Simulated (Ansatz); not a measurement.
## SiNi3 in Ansatz: convergence with xc grid

Crystal: SiNi3.

```
Ni Si
1.0
     3.54200    0.00000    0.00000
     0.00000    3.54200    0.00000
     0.00000    0.00000    3.54200
Ni Si
3 1
Direct
  0.50000 0.50000 0.00000
  0.50000 0.00000 0.50000
  0.00000 0.50000 0.50000
  0.00000 0.00000 0.00000
```

```yaml
Program: Ansatz 0.2.0
Task: convergence study
Functional: PBEsol
Potentials_or_basis: JTH PAW
Cutoff: "2400 eV (not typed: the program's choice for these potentials)"
k_mesh: 6 × 6 × 6
Occupations: gaussian, width 0.05 eV
Spin: collinear spin, ferromagnetic start
Starting_moments: "[1.0, 1.0, 1.0, 0.0] μB"
```

These are the settings of the first run; the series varies xc grid, with any setting tied to it.

Hardware: 2 threads of Arm Neoverse V1, on a shared host.

```
xc grid  energy less the tightest run, at zero smearing (meV/atom)  SCF cycles  CPU time (s)  peak memory (GiB)
      1                                                       0.00          13            72                1.2
      2                                                       0.00          13            75                1.3
      3                                                       0.00          13            76                1.5
      4                                                       0.00          13            80                2.1
      5                                                       0.00          13            84                3.1
```

Against the tightest run, the energy stays within 1 meV/atom from 1 on. The tightest run that finished is the yardstick and may itself not be fully converged.

Caveat, for the tightest run too: the starting moments weren't kept.
